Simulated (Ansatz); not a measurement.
# SnO2: random displacements

These are results of Ansatz 0.2.0, DFT LDA, scalar-relativistic, plane waves, PAW, not measurements. Cutoff 420 eV, Γ-centred 10×10×10 k-points, Gaussian smearing of 0.05 eV. No spin polarisation. Energies are free energies at this smearing, counted from the undisturbed cell; pressure is positive in compression.

Reference structure (as given, not relaxed at this level; this form isn't the usual structure):

```
CELL_PARAMETERS angstrom
-2.00007 2.00007 5.12368
2.00007 -2.00007 5.12368
2.00007 2.00007 -5.12368
ATOMIC_POSITIONS crystal
Sn 0.75000 0.25000 0.50000
Sn 0.00000 0.00000 0.00000
O 0.79652 0.79652 0.00000
O 0.95348 0.45348 0.50000
O 0.20348 0.20348 0.00000
O 0.54652 0.04652 0.50000
```

The atoms are displaced (Å, in the unstrained cell):

```
atom ux uy uz
 Sn1   0.197   0.171   0.137
 Sn2   0.048   0.028  -0.091
  O3  -0.061  -0.407  -0.065
  O4   0.154  -0.059   0.052
  O5  -0.390   0.183   0.263
  O6   0.052   0.084  -0.295
```

Strain (Voigt, engineering shear): (0.0594, 0.0468, -0.0119, 0.0057, 0.0156, 0.0047).

(1) What are the energy change, the stress and the forces?

Answers

(1) ΔE = 517.6 meV/atom; stress (xx, yy, zz, yz, xz, xy; compression positive) (-5.46, -23.75, -11.10, -3.89, -0.42, -2.45) GPa; gap on the mesh 0.15 eV.
| atom | Fx (eV/Å) | Fy | Fz |
| --- | --- | --- | --- |
| Sn1 | -2.18 | -0.21 | -2.67 |
| Sn2 | 0.47 | 0.21 | 1.52 |
| O3 | 1.68 | 1.79 | 0.50 |
| O4 | -2.08 | 0.68 | 0.47 |
| O5 | 1.76 | -1.69 | -1.89 |
| O6 | 0.34 | -0.79 | 2.07 |

Cost: 1 run of about 2.2 core-minutes, on Arm Neoverse V2 (shared hosts).